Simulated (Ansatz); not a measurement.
ZnO:

```
CELL_PARAMETERS angstrom
3.28797 0.00000 0.00000
-1.64398 2.84746 0.00000
0.00000 0.00000 7.13044
ATOMIC_POSITIONS crystal
Zn 0.00000 0.00000 0.25000
Zn 0.00000 0.00000 0.75000
O 0.66667 0.33333 0.75000
O 0.33333 0.66667 0.25000
```

Measurements of this composition are mostly on another form, of space group No. 186.

Base run:

| Item | Value |
| --- | --- |
| Program | Ansatz 0.2.0 |
| Functional | PBE |
| Potentials or basis | Ansatz PAW |
| Cutoff | 420 eV (not typed: the program's choice for these potentials) |
| k mesh | 9 × 9 × 4 |
| Occupations | fermi-dirac, width 0.05 eV |
| Spin | no spin polarisation |

Its results: band gap on the k mesh 0.82 eV, direct; pressure -0.7 GPa.

After a change of settings the same cell gave: band gap on the k mesh 1.12 eV, direct; pressure -4.4 GPa. Which change was it?
A. functional from PBE to PBEsol
B. functional from PBE to r2SCAN; cutoff from 420 eV (not typed: the program's choice for these potentials) to 500 eV (not typed: the program's choice for these potentials)
C. functional from PBE to LDA

B.

r2SCAN gives the wider gap, since meta-GGAs in the generalised Kohn-Sham scheme recover part of the derivative discontinuity.

Caveats: the PAW data sets come from PBE, with cores solved anew for the run's functional, which leaves a small shift of forces and pressure (some runs).
